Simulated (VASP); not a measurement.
# BAs (F-43m) in VASP: band structure with TB-mBJ

Aim: the band structure of BAs with TB-mBJ.

All numbers are computed with VASP 6.6.1; they aren't measurements. Logs are shortened: lines on timing, memory, paths and dates and some standing lists are left out, and cuts for length are marked.

### Step 1. The crystal as given

Symmetry: F-43m, No. 216, cubic system. The conventional cell has a = 4.816 Å, b = 4.816 Å, c = 4.816 Å, α = 90.00°, β = 90.00°, γ = 90.00°. Around B (site symmetry -43m) lie 4 As at 2.09 Å. As (site symmetry -43m) is surrounded by 4 B at 2.09 Å.

### Step 2. Band structure, TB-mBJ

POSCAR reads:

```
BAs                                     
1.0
    0.0000000000      2.4082271941      2.4082271941
    2.4082271941      0.0000000000      2.4082271941
    2.4082271941      2.4082271941      0.0000000000
  B               As            
     1     1
Direct
     0.0000000000000000    0.0000000000000000    0.0000000000000000
     0.2500000000000000    0.2500000000000000    0.2500000000000000
```

INCAR.step1 reads:

```
SYSTEM = BAs
PREC     = Accurate       ! precision mode
ENCUT    = 520            ! plane-wave cutoff, eV
EDIFF    = 1E-5           ! SCF threshold, eV
ISMEAR   = 0              ! smearing method
SIGMA    = 0.02           ! smearing width, eV
LREAL    = .False.        ! projectors in reciprocal space
LASPH    = .True.         ! aspherical terms in the spheres
NELM     = 60             ! most SCF steps
ALGO     = Normal         ! electronic algorithm
ISIF     = 2              ! what is computed and relaxed
LWAVE    = .True.         ! write WAVECAR
LCHARG   = .False.        ! write CHGCAR
NBANDS   = 11             ! bands
GGA      = PE             ! functional
```

INCAR.step2 reads:

```
SYSTEM = BAs
PREC     = Accurate       ! precision mode
ENCUT    = 520            ! plane-wave cutoff, eV
EDIFF    = 1E-7           ! SCF threshold, eV
ISMEAR   = 0              ! smearing method
SIGMA    = 0.02           ! smearing width, eV
LREAL    = .False.        ! projectors in reciprocal space
LASPH    = .True.         ! aspherical terms in the spheres
NELM     = 60             ! most SCF steps
ALGO     = Normal         ! electronic algorithm
ISIF     = 2              ! what is computed and relaxed
LWAVE    = .False.        ! write WAVECAR
LCHARG   = .False.        ! write CHGCAR
METAGGA  = MBJ            ! meta-GGA
NBANDS   = 11             ! bands
ISTART   = 1
```

KPOINTS reads:

```
Automatic mesh
0
Gamma
  12 12 12
  0 0 0
```

KPOINTS_OPT reads:

```
path GXWKGLUWLK,UX
20
line-mode
reciprocal
 0.0000000000  0.0000000000  0.0000000000  G
 0.5000000000  0.0000000000  0.5000000000  X

 0.5000000000  0.0000000000  0.5000000000  X
 0.5000000000  0.2500000000  0.7500000000  W

 0.5000000000  0.2500000000  0.7500000000  W
 0.3750000000  0.3750000000  0.7500000000  K

 0.3750000000  0.3750000000  0.7500000000  K
 0.0000000000  0.0000000000  0.0000000000  G

 0.0000000000  0.0000000000  0.0000000000  G
 0.5000000000  0.5000000000  0.5000000000  L

 0.5000000000  0.5000000000  0.5000000000  L
 0.6250000000  0.2500000000  0.6250000000  U

 0.6250000000  0.2500000000  0.6250000000  U
 0.5000000000  0.2500000000  0.7500000000  W

 0.5000000000  0.2500000000  0.7500000000  W
 0.5000000000  0.5000000000  0.5000000000  L

 0.5000000000  0.5000000000  0.5000000000  L
 0.3750000000  0.3750000000  0.7500000000  K

 0.6250000000  0.2500000000  0.6250000000  U
 0.5000000000  0.0000000000  0.5000000000  X
```

Potentials or basis: VASP PAW PBE potentials, release 64 (B, As).

Command:

```console
cat potpaw_PBE.64/B/POTCAR potpaw_PBE.64/As/POTCAR > POTCAR
cp INCAR.step1 INCAR
mpirun -np 1 vasp_std > vasp.out
cp INCAR.step2 INCAR
mpirun -np 1 vasp_std > vasp.out
```

OUTCAR:

```text
SYSTEM = BAs
   PREC = Accurate
   ENCUT = 520
   EDIFF = 1E-7
   ISMEAR = 0
   LREAL = .False.
   LASPH = .True.
   NELM = 60
   ISIF = 2
   METAGGA = MBJ
   ISTART = 1

 ion  position               nearest neighbor table
   1  0.000  0.000  0.000-   2 2.09   2 2.09   2 2.09   2 2.09
   2  0.250  0.250  0.250-   1 2.09   1 2.09   1 2.09   1 2.09

  LATTYP: Found a face centered cubic cell.
 ALAT       =     4.8164543882

  Lattice vectors:

 A1 = (   0.0000000000,   2.4082271941,   2.4082271941)
 A2 = (   2.4082271941,   0.0000000000,   2.4082271941)
 A3 = (   2.4082271941,   2.4082271941,   0.0000000000)

Analysis of symmetry for initial positions (statically):
=====================================================================
 Subroutine PRICEL returns:
 Original cell was already a primitive cell.

 Routine SETGRP: Setting up the symmetry group for a
 face centered cubic supercell.

 Subroutine GETGRP returns: Found 24 space group operations
 (whereof 24 operations were pure point group operations)
 out of a pool of 48 trial point group operations.

The static configuration has the point symmetry T_d .

Analysis of symmetry for dynamics (positions and initial velocities):
=====================================================================
 Subroutine PRICEL returns:
 Original cell was already a primitive cell.

 Routine SETGRP: Setting up the symmetry group for a
 face centered cubic supercell.

 Subroutine GETGRP returns: Found 24 space group operations
 (whereof 24 operations were pure point group operations)
 out of a pool of 48 trial point group operations.

The dynamic configuration has the point symmetry T_d .

 Subroutine INISYM returns: Found 24 space group operations
 (whereof 24 operations are pure point group operations),
 and found     1 'primitive' translations

----------------------------------------------------------------------------------------

                                     Primitive cell

  volume of cell :      27.9333

  direct lattice vectors                    reciprocal lattice vectors
     0.000000000  2.408227194  2.408227194    -0.207621607  0.207621607  0.207621607
     2.408227194  0.000000000  2.408227194     0.207621607 -0.207621607  0.207621607
     2.408227194  2.408227194  0.000000000     0.207621607  0.207621607 -0.207621607

  length of vectors
     3.405747559  3.405747559  3.405747559     0.359611172  0.359611172  0.359611172

  position of ions in fractional coordinates (direct lattice)
     0.000000000  0.000000000  0.000000000
     0.250000000  0.250000000  0.250000000

  ion indices of the primitive-cell ions
   primitive index   ion index
                 1           1
                 2           2

----------------------------------------------------------------------------------------

 KPOINTS: Automatic mesh

Automatic generation of k-mesh.
 Grid dimensions read from file:
 generate k-points for:   12   12   12

 Generating k-lattice:

  Cartesian coordinates                     Fractional coordinates (reciprocal lattice)
    -0.017301801  0.017301801  0.017301801     0.083333333  0.000000000  0.000000000
     0.017301801 -0.017301801  0.017301801     0.000000000  0.083333333  0.000000000
     0.017301801  0.017301801 -0.017301801     0.000000000  0.000000000  0.083333333

  Length of vectors
     0.029967598  0.029967598  0.029967598

  Shift w.r.t. Gamma in fractional coordinates (k-lattice)
     0.000000000  0.000000000  0.000000000

 Subroutine IBZKPT returns following result:
 ===========================================

 Found     72 irreducible k-points:

 Following reciprocal coordinates:
            Coordinates               Weight
  0.000000  0.000000  0.000000      1.000000
  0.083333  0.000000  0.000000      8.000000
  0.166667  0.000000  0.000000      8.000000
  0.250000  0.000000  0.000000      8.000000
  0.333333  0.000000  0.000000      8.000000
  0.416667  0.000000  0.000000      8.000000
[... 16 lines left out ...]
  0.500000  0.166667  0.000000     24.000000
 -0.416667  0.166667  0.000000     24.000000
 [... further k-points ...]
   k-points           NKPTS =     72   k-points in BZ     NKDIM =     72   number of bands    NBANDS=     11
   number of dos      NEDOS =    301   number of ions     NIONS =      2
   total plane-waves  NPLWV =  21952
   dimension x,y,z NGX =    28 NGY =   28 NGZ =   28
   dimension x,y,z NGXF=    56 NGYF=   56 NGZF=   56
   ions per type =               1   1
   NGX,Y,Z   is equivalent  to a cutoff of  13.67, 13.67, 13.67 a.u.
   NGXF,Y,Z  is equivalent  to a cutoff of  27.34, 27.34, 27.34 a.u.
 SYSTEM =  BAs
   PREC   = accura    normal or accurate (medium, high low for compatibility)
   ISTART =      1    job   : 0-new  1-cont  2-samecut
   ICHARG =      0    charge: 1-file 2-atom 10-const
   ISPIN  =      1    spin polarized calculation?
   LNONCOLLINEAR =      F non collinear calculations
   LSORBIT =      F    spin-orbit coupling
   LASPH  =      T    aspherical Exc in radial PAW
   ENCUT  =  520.0 eV  38.22 Ry    6.18 a.u.   6.33  6.33  6.33*2*pi/ulx,y,z
   NELM   =     60;   NELMIN=  2; NELMDL=  0     # of ELM steps
   EDIFF  = 0.1E-06   stopping-criterion for ELM
   LREAL  =      F    real-space projection
   EDIFFG = 0.1E-05   stopping-criterion for IOM
   NSW    =      0    number of steps for IOM
   IBRION =     -1    ionic relax: 0-MD 1-quasi-New 2-CG
   NFREE  =      0    steps in history (QN), initial steepest desc. (CG)
   ISIF   =      2    stress and relaxation
   ISYM   =      2    0-nonsym 1-usesym 2-fastsym
   POTIM  = 0.5000    time-step for ionic-motion
   TEBEG  =    0.0;   TEEND  =   0.0 temperature during run
   PSTRESS=    0.0 pullay stress
   NELECT =       8.0000    total number of electrons
   NUPDOWN=      -1.0000    fix difference up-down
   EMIN   =  10.00;   EMAX   =-10.00  energy-range for DOS
   EFERMI =   0.00;   METHOD = LEGACY
   ISMEAR =     0;   SIGMA  =   0.02  broadening in eV -4-tet -1-fermi 0-gaus
   EFERMI_NEDOS =   21; number of points for ismear=-14 and -15
   IALGO  =     38    algorithm
   IMIX   =      4    mixing-type and parameters
     AMIX     =   0.40;   BMIX     =  1.00
     AMIX_MAG =   1.60;   BMIX_MAG =  1.00
  volume/ion in A,a.u.               =      13.97        94.25
  Fermi-wavevector in a.u.,A,eV,Ry     =   1.079106  2.039214 15.843568  1.164469
  Thomas-Fermi vector in A             =   2.215062
   LORBIT       =      0    0 simple, 1 ext, 2 COOP (PROOUT), +10 PAW based schemes
   METAGGA = MBJ    functional components
   LHFCALC =     F    Hartree Fock is set to
   AEXX    =    0.0000 exact exchange contribution
   IVDW    =     0    specifies the selected vdW correction
   LEPSILON=     F    determine dielectric tensor
   LRPA    =     F    only Hartree local field effects (RPA)
 non-spin polarized calculation
 Gauss-broadening in eV      SIGMA  =   0.02
  energy-cutoff  :      520.00
  volume of cell :       27.93
 maximum number of plane-waves:       769
 NGX is ok and might be reduce to    28
   NGX = 13   NGY = 13   NGZ = 13

 number of electron       8.0000000 magnetization

 Free energy of the ion-electron system (eV)
  ---------------------------------------------------
  ext. energy  EPLUGINS =         0.00000000
  ---------------------------------------------------
  free energy    TOTEN  =       116.12419711 eV

  energy without entropy =      116.12419711  energy(sigma->0) =      116.12419711

 E-fermi :   5.8018     XC(G=0):  -8.9392

 val. band max:        5.6296697569   @ k =   0.0000   0.0000   0.0000
 cond. band min:       7.4259030682   @ k =   0.4167   0.4167   0.0000
 fundamental gap:      1.7962333113
 Fermi energy:         5.8018052865

 k-point     1 :       0.0000    0.0000    0.0000
  band No.  band energies     occupation
      1      -9.4012      2.00000
      2       5.6297      2.00000
      3       5.6297      2.00000
      4       5.6297      2.00000
      5       9.3951      0.00000
      6       9.3951      0.00000
      7       9.3951      0.00000
      8      10.8721      0.00000
      9      16.0735      0.00000
     10      18.4809      0.00000
     11      18.4809      0.00000

 k-point     2 :       0.0833    0.0000    0.0000
  band No.  band energies     occupation
      1      -9.2895      2.00000
      2       4.6721      2.00000
      3       5.4374      2.00000
      4       5.4374      2.00000
      5       9.5452      0.00000
      6       9.6636      0.00000
      7       9.6636      0.00000
      8      11.4628      0.00000
      9      16.5199      0.00000
     10      17.8300      0.00000
     11      17.8300      0.00000

 k-point     3 :       0.1667    0.0000    0.0000
  band No.  band energies     occupation
      1      -8.9584      2.00000
      2       2.8350      2.00000
      3       5.0144      2.00000
      4       5.0144      2.00000
      5       9.4245      0.00000
      6      10.2444      0.00000
      7      10.2444      0.00000
      8      12.8502      0.00000
      9      17.1141      0.00000
     10      17.1141      0.00000
     11      17.4675      0.00000
[... 267 lines left out ...]
 k-point    23 :       0.5000    0.1667    0.0000
  band No.  band energies     occupation
      1      -6.4432      2.00000
      2      -2.2977      2.00000
      3       2.1906      2.00000
      4       3.2117      2.00000
      5       9.2228      0.00000
      6      11.6647      0.00000
      7      12.4554      0.00000
      8      14.5600      0.00000
      9      18.0451      0.00000
     10      20.7064      0.00000
     11      20.8067      0.00000

 k-point    24 :      -0.4167    0.1667    0.0000
  band No.  band energies     occupation
      1      -6.3211      2.00000
      2      -2.4774      2.00000
      3       1.9124      2.00000
      4       3.4422      2.00000
      5       9.4072      0.00000
      6      11.6614      0.00000
      7      12.1460      0.00000
      8      15.6863      0.00000
      9      17.7141      0.00000
     10      18.7663      0.00000
     11      20.7223      0.00000

 [... further k-points ...]

------------------------ aborting loop because EDIFF is reached ----------------------------------------

  FORCE on cell =-STRESS in cart. coord.  units (eV):
  Direction    XX          YY          ZZ          XY          YZ          ZX
  --------------------------------------------------------------------------------------
  -------------------------------------------------------------------------------------
  Total       10.0474315     10.0474315     10.0474315      0.0000000      0.0000000      0.0000000
  in kB      576.2929036    576.2929036    576.2929036      0.0000000      0.0000000      0.0000000
  external PRESSURE =     576.2929036 kB  Pullay stress =       0.0000000 kB

 VOLUME and BASIS-vectors are now :
 -----------------------------------------------------------------------------
  energy-cutoff  :      520.00
  volume of cell :       27.93
      direct lattice vectors                 reciprocal lattice vectors
     0.000000000  2.408227194  2.408227194    -0.207621607  0.207621607  0.207621607
     2.408227194  0.000000000  2.408227194     0.207621607 -0.207621607  0.207621607
     2.408227194  2.408227194  0.000000000     0.207621607  0.207621607 -0.207621607

 POSITION                                       TOTAL-FORCE (eV/Angst)
 -----------------------------------------------------------------------------------
      0.00000      0.00000      0.00000         0.000000      0.000000     -0.000000
      1.20411      1.20411      1.20411        -0.000000     -0.000000      0.000000
 -----------------------------------------------------------------------------------
    total drift:                               -0.000005     -0.000005     -0.000005

  FREE ENERGIE OF THE ION-ELECTRON SYSTEM (eV)
  ---------------------------------------------------
  free  energy   TOTEN  =       116.1241971089 eV

  energy  without entropy=      116.1241971089  energy(sigma->0) =      116.12419711
```

Run time: 87 s. Hardware: 1 thread of Intel Xeon Platinum 8488C (Sapphire Rapids), shared host; peak memory 0.19 GiB.

Results:

```yaml
Band_gap_on_the_k_mesh: 1.80 eV, indirect (least direct gap 3.77 eV)
Band_gap_along_the_path: 1.79 eV, indirect (least direct gap 3.77 eV)
```

Levels at the corners of the path, in eV from the valence-band top:
| point | band 1 | band 2 | band 3 | band 4 | band 5 | band 6 | band 7 | band 8 |
| --- | --- | --- | --- | --- | --- | --- | --- | --- |
| Γ | -15.03 | 0.00 | 0.00 | 0.00 | 3.77 | 3.77 | 3.77 | 5.24 |
| X | -10.89 | -8.42 | -3.83 | -3.83 | 1.98 | 2.17 | 12.16 | 12.16 |
| X | -10.89 | -8.42 | -3.83 | -3.83 | 1.98 | 2.17 | 12.16 | 12.16 |
| W | -10.75 | -8.04 | -5.08 | -4.81 | 5.82 | 6.65 | 7.24 | 7.41 |
| W | -10.75 | -8.04 | -5.08 | -4.81 | 5.82 | 6.65 | 7.24 | 7.41 |
| K | -10.96 | -8.07 | -5.51 | -3.27 | 2.66 | 6.13 | 9.82 | 10.44 |
| K | -10.96 | -8.07 | -5.51 | -3.27 | 2.66 | 6.13 | 9.82 | 10.44 |
| Γ | -15.03 | 0.00 | 0.00 | 0.00 | 3.77 | 3.77 | 3.77 | 5.24 |
| Γ | -15.03 | 0.00 | 0.00 | 0.00 | 3.77 | 3.77 | 3.77 | 5.24 |
| L | -12.25 | -8.45 | -1.71 | -1.71 | 3.13 | 5.26 | 5.26 | 9.93 |
| L | -12.25 | -8.45 | -1.71 | -1.71 | 3.13 | 5.26 | 5.26 | 9.93 |
| U | -10.96 | -8.07 | -5.51 | -3.27 | 2.66 | 6.13 | 9.82 | 10.44 |
| U | -10.96 | -8.07 | -5.51 | -3.27 | 2.66 | 6.13 | 9.82 | 10.44 |
| W | -10.75 | -8.04 | -5.08 | -4.81 | 5.82 | 6.65 | 7.24 | 7.41 |
| W | -10.75 | -8.04 | -5.08 | -4.81 | 5.82 | 6.65 | 7.24 | 7.41 |
| L | -12.25 | -8.45 | -1.71 | -1.71 | 3.13 | 5.26 | 5.26 | 9.93 |
| L | -12.25 | -8.45 | -1.71 | -1.71 | 3.13 | 5.26 | 5.26 | 9.93 |
| K | -10.96 | -8.07 | -5.51 | -3.27 | 2.66 | 6.13 | 9.82 | 10.44 |
| U | -10.96 | -8.07 | -5.51 | -3.27 | 2.66 | 6.13 | 9.82 | 10.44 |
| X | -10.89 | -8.42 | -3.83 | -3.83 | 1.98 | 2.17 | 12.16 | 12.16 |

Caveat: the PAW data sets were made with another functional, which shifts forces and pressure a little.
